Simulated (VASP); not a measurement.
Input for VASP

### POSCAR
```
InN
1
    3.4645618110     0.0000000000     0.0000000000
   -1.7322809055     3.0003990645     0.0000000000
    0.0000000000     0.0000000000     5.5939233024
In N
2 2
Direct
  0.3333330000   0.6666670000   0.9980072198
  0.6666670000   0.3333330000   0.4980072198
  0.3333330000   0.6666670000   0.3769927802
  0.6666670000   0.3333330000   0.8769927802
```

### INCAR
```
ISMEAR=1
NELM=100
SIGMA=0.1   ! width (eV)
LREAL=F   ! projection in real space or not
GGA=PS   ! PBEsol
ISIF=3
ALGO=Normal   ! blocked Davidson
LCHARG=F
SYSTEM=InN
LASPH=T   ! aspherical one-centre terms
LMAXMIX=4
IBRION=2
EDIFFG=-0.02
NSW=40   ! most ionic steps
PREC=Accurate
ENCUT=620   ! plane-wave cut-off (eV)
EDIFF=1E-6   ! SCF stop (eV)
PSTRESS=200
LWAVE=F
```

KPOINTS:
```
kpoints
0
Gamma
10 10 6
```

POTCAR, in this order: In_d N (PBE.64 set). Program: vasp_std.

### Question
Translate this PBEsol calculation to Ansatz.

### Answer
One equivalent input (not run):
Ansatz 0.2 input:
```yaml
crystal:
  lattice:
    - [3.4645618, 0.0000000, 0.0000000]
    - [-1.7322809, 3.0003991, 0.0000000]
    - [0.0000000, 0.0000000, 5.5939233]
  atoms:
    - { symbol: In, position: [0.3333330, 0.6666670, 0.9980072] }
    - { symbol: In, position: [0.6666670, 0.3333330, 0.4980072] }
    - { symbol: N, position: [0.3333330, 0.6666670, 0.3769928] }
    - { symbol: N, position: [0.6666670, 0.3333330, 0.8769928] }
kpoints:
  mp_grid: { grid: [10, 10, 6] }
hamiltonian:
  xc: pbesol
  pseudopotentials: { kind: paw }
scf:
  occupations: { method: methfessel_paxton, width: 0.1 }
  max_iter: 100
relax:
  max_steps: 40
  f_tol: 0.02
  cell: { p_target: 20 }
output: { forces: true, stress: true, eigenvalues: true }
```
What does not carry over: each code has its own PAW files, so the cut-off isn't converted (ENCUT is set for VASP's; basis.ecutwfc is left out, and Ansatz then takes the one that its files recommend); Ansatz stops its SCF on the density residual and VASP on the energy change (EDIFF).

The structure was generated: InN was put into the wurtzite type (P6_3mc), which need not be its known phase. This run relaxes it under an external pressure of 20 GPa. Symmetry was kept, so distortions that lower it aren't found.
